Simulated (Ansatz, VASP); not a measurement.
Cd in VASP and in Ansatz

```xyz
2
Lattice="3.0973 0.0000 0.0000 -1.5486 2.6823 0.0000 0.0000 0.0000 6.4201" Properties=species:S:1:pos:R:3 pbc="T T T"
Cd    0.0000    1.7882    1.6050
Cd    1.5486    0.8941    4.8150
```

Alike in both runs: functional BLYP; k mesh 12 × 12 × 6; occupations fermi-dirac, width 0.1 eV; no spin polarisation.

Ansatz relaxed the structure, and its values are those at the end. VASP's run is a single point on that final structure, the one shown.

```csv
,VASP,Ansatz
version,VASP 6.6.1,Ansatz 0.2.0
potentials or method,"VASP PAW PBE potentials, release 64 (Cd)","plane waves (420 eV) with PAW, scalar-relativistic"
plane-wave cutoff (eV),520,420
valence electrons in the cell,24,40
```

```csv
,VASP,Ansatz,Ansatz less VASP
pressure (GPa),0.2,0.0,-0.15
```

With one functional, cell and mesh, what is left measures potentials, basis and numerics. The two sets of potentials don't hold the same shells in valence.

Caveats: the PAW data sets were made with another functional, which shifts forces and pressure a little (VASP).
